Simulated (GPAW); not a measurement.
Here is a GPAW 26.7.0 calculation.

Contents of run.py:

```python
from ase import Atoms
from ase.calculators.mixing import SumCalculator
from ase.filters import FrechetCellFilter
from ase.io import write
from ase.optimize import BFGS
from dftd4.ase import DFTD4
from gpaw import GPAW, PW, setup_paths

setup_paths.insert(0, '.')

atoms = Atoms(['Ga', 'P'],
              cell=[[0.0, 2.72525, 2.72525],
                    [2.72525, 0.0, 2.72525],
                    [2.72525, 2.72525, 0.0]],
              scaled_positions=[[0.0, 0.0, 0.0],
                                [0.75, 0.75, 0.75]],
              pbc=True)

calc = GPAW(mode=PW(600),
            xc='PBEsol',
            kpts={'size': (8, 8, 8), 'gamma': True},
            occupations={'name': 'fermi-dirac', 'width': 0.05},
            nbands=11,
            convergence={'density': 1e-05, 'forces': 0.0001},
            maxiter=150,
            txt='gpaw.txt')
atoms.calc = SumCalculator([calc, DFTD4(method='pbesol')])
opt = BFGS(FrechetCellFilter(atoms), trajectory='relax.traj', logfile='-')
done = opt.run(fmax=0.02, steps=60)
calc.write('gs.gpw')
write('result.traj', atoms)
print('Converged:', done)
print('Cell:', atoms.cell.cellpar().round(4))
print('Volume:', round(atoms.get_volume(), 4))
print(atoms.get_scaled_positions().round(5))
```

Potentials or basis: PAW data sets generated in the run's folder for this functional, pw.

The run is started by

```sh
$ gpaw-setup -f PBEsol Ga P
$ OMP_NUM_THREADS=1 python run.py
```

(1) Estimate the dispersion energy per atom.

(2) Estimate the space group after relaxing (to 0.05 Å).

(3) What does it give for the relaxed cell?

(4) What does it give for the relaxed volume?

## Answers

(1) -0.237 eV.

(2) F-43m (No. 216).

(3) a = 3.853 Å, b = 3.853 Å, c = 3.853 Å, α = 60.00°, β = 60.00°, γ = 60.00°.

(4) 20.23 Å³/atom.

Caveat: the data sets keep Ga 3d, Li 1s and Be 1s frozen, and some such compounds lay over 1.5 % in volume off other programs; later steps reuse the first step's grids.
